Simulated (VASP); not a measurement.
## VASP 6.6.1 run: InAs

INCAR

```
SIGMA = 0.3
NSW = 0
GGA = PE
LASPH = .TRUE.
EDIFF = 1E-7
NBANDS = 16
PREC = Accurate
IBRION = -1
LREAL = .FALSE.
LWAVE = .FALSE.
ISMEAR = -4
NELMDL = -12
ISIF = 2
NELM = 120
LCHARG = .FALSE.
ENCUT = 520
```

KPOINTS

```
KPOINTS created by Atomic Simulation Environment
0
Gamma
8 8 8
0 0 0
```

POSCAR

```
In As
 1.0000000000000000
     0.0000000000000000    2.9324068540999999    3.1807818630000000
     2.9324068540999999    0.0000000000000000    3.1807818630000000
     2.9324068540999999    2.9324068540999999    0.0000000000000000
 In  As
   1   1
Cartesian
  0.0000000000000000  0.0000000000000000  0.0000000000000000
  1.4662034270500000  1.4662034270500000  1.5903909315000000
```

The recommended PBE PAW datasets give the neutral cell 18 valence electrons.

Command

```
mpirun -np 1 vasp_std
```

OSZICAR

```
N       E                     dE             d eps       ncg     rms          rms(c)
DAV:   1     0.114269432100E+03    0.11427E+03   -0.83821E+03  1896   0.122E+03
DAV:   2    -0.440128205407E-01   -0.11431E+03   -0.10977E+03  2008   0.296E+02
DAV:   3    -0.770779920492E+01   -0.76638E+01   -0.76282E+01  2472   0.757E+01
DAV:   4    -0.790121652034E+01   -0.19342E+00   -0.19335E+00  2368   0.133E+01
DAV:   5    -0.790982101765E+01   -0.86045E-02   -0.86043E-02  2880   0.235E+00
DAV:   6    -0.791002591078E+01   -0.20489E-03   -0.20489E-03  2440   0.320E-01
DAV:   7    -0.791003110635E+01   -0.51956E-05   -0.51955E-05  2928   0.524E-02
DAV:   8    -0.791003117211E+01   -0.65758E-07   -0.65757E-07  2512   0.565E-03
DAV:   9    -0.791003117310E+01   -0.99499E-09   -0.99786E-09  2040   0.905E-04
DAV:  10    -0.791003117337E+01   -0.26239E-09   -0.28107E-09  1824   0.515E-04
DAV:  11    -0.791003117351E+01   -0.14143E-09   -0.13194E-09  1664   0.372E-04
DAV:  12    -0.791003117354E+01   -0.33651E-10   -0.71941E-10  1448   0.261E-04    0.463E+00
DAV:  13    -0.765150786857E+01    0.25852E+00   -0.38998E-01  2952   0.105E+01    0.258E+00
DAV:  14    -0.762512449992E+01    0.26383E-01   -0.11744E-01  2680   0.307E+00    0.728E-01
DAV:  15    -0.762604461956E+01   -0.92012E-03   -0.13857E-02  2368   0.132E+00    0.211E-01
DAV:  16    -0.762663712876E+01   -0.59251E-03   -0.10222E-03  2376   0.263E-01    0.127E-01
DAV:  17    -0.762679316678E+01   -0.15604E-03   -0.20150E-04  2472   0.208E-01    0.683E-02
DAV:  18    -0.762683519100E+01   -0.42024E-04   -0.10560E-04  2288   0.123E-01    0.428E-02
DAV:  19    -0.762683569556E+01   -0.50456E-06   -0.62828E-06  2184   0.303E-02    0.675E-03
DAV:  20    -0.762683594803E+01   -0.25247E-06   -0.19957E-06  2176   0.744E-03    0.281E-03
DAV:  21    -0.762683589886E+01    0.49176E-07   -0.10422E-07  2184   0.331E-03
   1 F= -.76268359E+01 E0= -.76268359E+01  d E =0.000000E+00
```

Standard output (part)

```
POSCAR found type information on POSCAR InAs
 POSCAR found :  2 types and       2 ions
 LDA part: xc-table for (Slater+PW92), standard interpolation
 POSCAR, INCAR and KPOINTS ok, starting setup
 WAVECAR not read
 entering main loop
```

From OUTCAR

```
k-points           NKPTS =     59   k-points in BZ     NKDIM =     59   number of bands    NBANDS=     16

   NELECT =      18.0000    total number of electrons

   dimension x,y,z NGX =    32 NGY =   32 NGZ =   32
   dimension x,y,z NGXF=    64 NGYF=   64 NGZF=   64

  energy-cutoff  :      520.00
  volume of cell :       54.70
      direct lattice vectors                 reciprocal lattice vectors
     0.000000000  2.932406854  3.180781863    -0.170508400  0.170508400  0.157194055
     2.932406854  0.000000000  3.180781863     0.170508400 -0.170508400  0.157194055
     2.932406854  2.932406854  0.000000000     0.170508400  0.170508400 -0.157194055

 k-points in reciprocal lattice and weights: KPOINTS created by Atomic Simulation Env
   0.00000000  0.00000000  0.00000000       0.002
   0.12500000  0.00000000  0.00000000       0.016
   0.25000000  0.00000000  0.00000000       0.016
   0.37500000  0.00000000  0.00000000       0.016
   0.50000000  0.00000000  0.00000000       0.008
   0.12500000  0.12500000  0.00000000       0.004
   0.25000000  0.12500000  0.00000000       0.016
   0.37500000  0.12500000  0.00000000       0.016
   ...

 E-fermi :   4.7620

 k-point     1 :       0.0000    0.0000    0.0000
  band No.  band energies     occupation
      1      -9.8229      2.00000
      2      -9.7908      2.00000
      3      -9.7908      2.00000
      4      -9.6794      2.00000
      5      -9.6715      2.00000
      6      -7.2977      2.00000
      7       4.3097      2.00000
      8       4.4329      2.00000
      9       4.7614      2.00000
     10       4.7614      0.00000
     11       8.5088      0.00000
     12       8.5088      0.00000
     13       8.6724      0.00000
     14      12.1359      0.00000
     15      13.5051      0.00000
     16      14.1120      0.00000

 k-point     2 :       0.1250    0.0000    0.0000
  band No.  band energies     occupation
      1      -9.8292      2.00000
      2      -9.7990      2.00000
      3      -9.7851      2.00000
      4      -9.6805      2.00000
      5      -9.6700      2.00000
      6      -7.1337      2.00000
      7       2.7138      2.00000
      8       4.2495      2.00000
      9       4.5932      2.00000
     10       5.7389      0.00000
     11       8.5233      0.00000
     12       8.8084      0.00000
     13       9.0414      0.00000
     14      12.6638      0.00000
     15      13.1849      0.00000
     16      13.9318      0.00000

 k-point     3 :       0.2500    0.0000    0.0000
  band No.  band energies     occupation
      1      -9.8694      2.00000
      2      -9.7920      2.00000
      3      -9.7728      2.00000
      4      -9.6819      2.00000
      5      -9.6648      2.00000
      6      -6.6840      2.00000
      7       0.8982      2.00000
      8       3.8159      2.00000
      9       4.2644      2.00000
     10       5.8490      0.00000
     11       9.0396      0.00000
     12       9.3486      0.00000
     13       9.9519      0.00000
     14      12.6668      0.00000
     15      13.4094      0.00000
     16      13.4735      0.00000

 ...

  Total        1.9092498      1.9092498      0.8604078      0.0000000     -0.0000000      0.0000000
  in kB       55.9192079     55.9192079     25.2001195      0.0000000     -0.0000000      0.0000000
  external PRESSURE =      45.6795118 kB  Pullay stress =       0.0000000 kB

 POSITION                                       TOTAL-FORCE (eV/Angst)
 -----------------------------------------------------------------------------------
      0.00000      0.00000      0.00000         0.000000      0.000000      0.000000
      1.46620      1.46620      1.59039        -0.000000     -0.000000     -0.000000
 -----------------------------------------------------------------------------------
    total drift:                               -0.000000     -0.000000     -0.000001

  FREE ENERGIE OF THE ION-ELECTRON SYSTEM (eV)
  ---------------------------------------------------
  free  energy   TOTEN  =        -7.6268358989 eV

  energy  without entropy=       -7.6268358989  energy(sigma->0) =       -7.62683590
```

It converged. Results: gap between bands v and c on the k mesh 0.00 eV; least direct gap on the k mesh 0.00 eV; pressure 4.6 GPa. Band v is the last that the valence electrons fill when counted band by band, and c is the next.

For comparison, a separate PBE run of the intended cell, on usual settings and not on those above, gives a gap of 0.00 eV on its mesh and a pressure of 4.6 GPa.

The run above took about 76 s on one core of a shared host (Intel Xeon Platinum 8488C) and held 0.21 GiB at most.
